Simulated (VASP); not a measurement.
# NbP in VASP: reference runs

Reference runs on NbP: the cell as given.

Everything below comes from runs of VASP 6.6.1. Logs are shortened: lines on timing, memory, paths and dates and some standing lists are left out, and cuts for length are marked.

**1. The cell of the first run**

The cell holds a slab with vacuum, 8 atoms: a = 3.325 Å, b = 3.325 Å, c = 23.535 Å, α = 90.00°, β = 90.00°, γ = 90.00°.

**2. Single point, PBE (the (0 0 1) slab of NbP, cut from the database cell, not relaxed)**

The input, INCAR:

```
SYSTEM = NbP
  ALGO = Normal
  DIPOL = 0.5 0.5 0.500
  EDIFF = 1E-7
  ENCUT = 520
  GGA = PE
  IDIPOL = 3
  ISIF = 2
  ISMEAR = -1
  LASPH = .True.
  LCHARG = .False.
  LDIPOL = .True.
  LREAL = .False.
  LWAVE = .False.
  NBANDS = 46
  NELM = 80
  PREC = Accurate
  SIGMA = 0.05
```

The input, KPOINTS:

```
k-points
0
Gamma
  8 8 1
  0 0 0
```

The input, POSCAR:

```
NbP
1.0
    3.3250000000      0.0000000000      0.0000000000
    0.0000000000      3.3250000000      0.0000000000
    0.0000000000      0.0000000000     23.5350000000
Nb P
4 4
Direct
    0.5000000000      0.0000000000      0.3186743149
    0.5000000000      0.5000000000      0.4395581050
    0.0000000000      0.5000000000      0.5604418950
    0.0000000000      0.0000000000      0.6813256851
    0.0000000000      0.5000000000      0.3186743149
    0.0000000000      0.0000000000      0.4395581050
    0.5000000000      0.0000000000      0.5604418950
    0.5000000000      0.5000000000      0.6813256851
```

Potentials or basis: VASP PAW PBE potentials, release 64 (Nb_sv, P).

Started as:

```bash
cat potpaw_PBE.64/Nb_sv/POTCAR potpaw_PBE.64/P/POTCAR > POTCAR
mpirun -np 1 vasp_std > vasp.out
```

OUTCAR:

```text
SYSTEM = NbP
   EDIFF = 1E-7
   ENCUT = 520
   GGA = PE
   ISIF = 2
   ISMEAR = -1
   LASPH = .True.
   LREAL = .False.
   NELM = 80
   PREC = Accurate

 ion  position               nearest neighbor table
   1  0.500  0.000  0.319-   5 2.35   5 2.35   5 2.35   5 2.35
   2  0.500  0.500  0.440-   6 2.35   6 2.35   6 2.35   6 2.35
   3  0.000  0.500  0.560-   7 2.35   7 2.35   7 2.35   7 2.35
   4  0.000  0.000  0.681-   8 2.35   8 2.35   8 2.35   8 2.35
   5  0.000  0.500  0.319-   1 2.35   1 2.35   1 2.35   1 2.35
   6  0.000  0.000  0.440-   2 2.35   2 2.35   2 2.35   2 2.35
   7  0.500  0.000  0.560-   3 2.35   3 2.35   3 2.35   3 2.35
   8  0.500  0.500  0.681-   4 2.35   4 2.35   4 2.35   4 2.35

  LATTYP: Found a simple tetragonal cell.
 ALAT       =     3.3250000000
 C/A-ratio  =     7.0781954887

  Lattice vectors:

 A1 = (   3.3250000000,   0.0000000000,   0.0000000000)
 A2 = (   0.0000000000,   3.3250000000,   0.0000000000)
 A3 = (   0.0000000000,   0.0000000000,  23.5350000000)

Analysis of symmetry for initial positions (statically):
=====================================================================
 Subroutine PRICEL returns:
 Original cell was already a primitive cell.

 Routine SETGRP: Setting up the symmetry group for a
 simple tetragonal supercell.

 Subroutine GETGRP returns: Found  8 space group operations
 (whereof  4 operations were pure point group operations)
 out of a pool of 16 trial point group operations.

The static configuration has the point symmetry C_2v.
 The point group associated with its full space group is D_2h.

Analysis of symmetry for dynamics (positions and initial velocities):
=====================================================================
 Subroutine PRICEL returns:
 Original cell was already a primitive cell.

 Routine SETGRP: Setting up the symmetry group for a
 simple tetragonal supercell.

 Subroutine GETGRP returns: Found  8 space group operations
 (whereof  4 operations were pure point group operations)
 out of a pool of 16 trial point group operations.

The dynamic configuration has the point symmetry C_2v.
 The point group associated with its full space group is D_2h.

 Subroutine INISYM returns: Found  8 space group operations
 (whereof  4 operations are pure point group operations),
 and found     1 'primitive' translations

----------------------------------------------------------------------------------------

                                     Primitive cell
[... 114 lines left out ...]
   NUPDOWN=      -1.0000    fix difference up-down
   EMIN   =  10.00;   EMAX   =-10.00  energy-range for DOS
   EFERMI =   0.00;   METHOD = LEGACY
   ISMEAR =    -1;   SIGMA  =   0.05  broadening in eV -4-tet -1-fermi 0-gaus
   EFERMI_NEDOS =   21; number of points for ismear=-14 and -15
   IALGO  =     38    algorithm
   IMIX   =      4    mixing-type and parameters
     AMIX     =   0.40;   BMIX     =  1.00
     AMIX_MAG =   1.60;   BMIX_MAG =  1.00
  volume/ion in A,a.u.               =      32.52       219.48
  Fermi-wavevector in a.u.,A,eV,Ry     =   1.066809  2.015976 15.484526  1.138081
  Thomas-Fermi vector in A             =   2.202405
   LORBIT       =      0    0 simple, 1 ext, 2 COOP (PROOUT), +10 PAW based schemes
   GGA     = PE    functional components
   LHFCALC =     F    Hartree Fock is set to
   AEXX    =    0.0000 exact exchange contribution
   IVDW    =     0    specifies the selected vdW correction
   LEPSILON=     F    determine dielectric tensor
   LRPA    =     F    only Hartree local field effects (RPA)
 non-spin polarized calculation
  energy-cutoff  :      520.00
  volume of cell :      260.19
 maximum number of plane-waves:      7040
 NGX is ok and might be reduce to    28
   NGX = 13   NGY = 13   NGZ = 87

 number of electron      71.9999998 magnetization

 dipolmoment           0.000000      0.000000      0.000000 electrons x Angstroem

 Free energy of the ion-electron system (eV)
  ---------------------------------------------------
  ext. energy  EPLUGINS =         0.00000000
  ---------------------------------------------------
  free energy    TOTEN  =       -62.88543882 eV

  energy without entropy =      -62.84792800  energy(sigma->0) =      -62.86668341

 E-fermi :   3.5086     XC(G=0):  -6.5364

 val. band max:        3.5076459645   @ k =  -0.1250   0.5000   0.0000
 cond. band min:       3.5330720001   @ k =   0.0000   0.0000   0.0000
 fundamental gap:      0.0254260356
 Fermi energy:         3.5085829853

 k-point     1 :       0.0000    0.0000    0.0000
  band No.  band energies     occupation
      1     -51.7005      2.00000
      2     -51.7004      2.00000
      3     -51.5795      2.00000
      4     -51.5602      2.00000
      5     -27.8605      2.00000
      6     -27.8601      2.00000
[... 1165 lines left out ...]
     45       6.2768      0.00000
     46       6.2893      0.00000

 [... further k-points ...]

------------------------ aborting loop because EDIFF is reached ----------------------------------------

 vacuum level on the upper side and lower side of the slab       (xc-potential included)        -0.117        -0.117

  FORCE on cell =-STRESS in cart. coord.  units (eV):
  Direction    XX          YY          ZZ          XY          YZ          ZX
  --------------------------------------------------------------------------------------
  -------------------------------------------------------------------------------------
  Total       24.8664991     24.4242134     -7.5266429      0.0000000      0.0000000      0.0000000
  in kB      153.1185214    150.3950931    -46.3462281      0.0000000      0.0000000      0.0000000
  external PRESSURE =      85.7224621 kB  Pullay stress =       0.0000000 kB

 VOLUME and BASIS-vectors are now :
 -----------------------------------------------------------------------------
  energy-cutoff  :      520.00
  volume of cell :      260.19
      direct lattice vectors                 reciprocal lattice vectors
     3.325000000  0.000000000  0.000000000     0.300751880  0.000000000  0.000000000
     0.000000000  3.325000000  0.000000000     0.000000000  0.300751880  0.000000000
     0.000000000  0.000000000 23.535000000     0.000000000  0.000000000  0.042489909

 POSITION                                       TOTAL-FORCE (eV/Angst)
 -----------------------------------------------------------------------------------
      1.66250      0.00000      7.50000         0.000000      0.000000      0.972398
      1.66250      1.66250     10.34500         0.000000      0.000000      0.021478
      0.00000      1.66250     13.19000         0.000000      0.000000     -0.021478
      0.00000      0.00000     16.03500         0.000000      0.000000     -0.972398
      0.00000      1.66250      7.50000         0.000000      0.000000     -0.094572
      0.00000      0.00000     10.34500         0.000000      0.000000     -0.032282
      1.66250      0.00000     13.19000         0.000000      0.000000      0.032282
      1.66250      1.66250     16.03500         0.000000      0.000000      0.094572
 -----------------------------------------------------------------------------------
    total drift:                                0.000000      0.000000      0.000000

  FREE ENERGIE OF THE ION-ELECTRON SYSTEM (eV)
  ---------------------------------------------------
  free  energy   TOTEN  =       -62.8854388151 eV

  energy  without entropy=      -62.8479279963  energy(sigma->0) =      -62.86668341

 vacuum level on the upper side and lower side of the slab         7.329         7.329
```

Wall time 9.1 min (1 thread of Intel Xeon Platinum 8375C at 2.90GHz (Ice Lake), shared host); peak memory 0.49 GiB.

What came out:

```
Free energy            : -62.8854 eV
Largest force          : 0.972 eV/Å
Band gap on the k mesh : none (metal or under the smearing width)
```

Forces in eV/Å, atoms in the order of the input:
```
Nb   0.000  0.000  0.972
Nb   0.000  0.000  0.021
Nb   0.000  0.000 -0.021
Nb   0.000  0.000 -0.972
P    0.000  0.000 -0.095
P    0.000  0.000 -0.032
P    0.000  0.000  0.032
P    0.000  0.000  0.095
```

Levels at points of the mesh, in eV from the Fermi level:
| k point | band 34 | band 35 | band 36 | band 37 | band 38 | band 39 |
| --- | --- | --- | --- | --- | --- | --- |
| (0.00, 0.00, 0.00) | -0.85 | -0.78 | -0.72 | -0.61 | -0.47 | -0.34 |
| (0.50, 0.00, 0.00) | -0.73 | 0.48 | 0.48 | 1.33 | 1.33 | 1.90 |
| (0.00, 0.50, 0.00) | 0.51 | 0.65 | 0.91 | 1.14 | 1.16 | 1.92 |
| (0.50, 0.50, 0.00) | -1.79 | -1.61 | -1.61 | 0.09 | 0.09 | 0.75 |
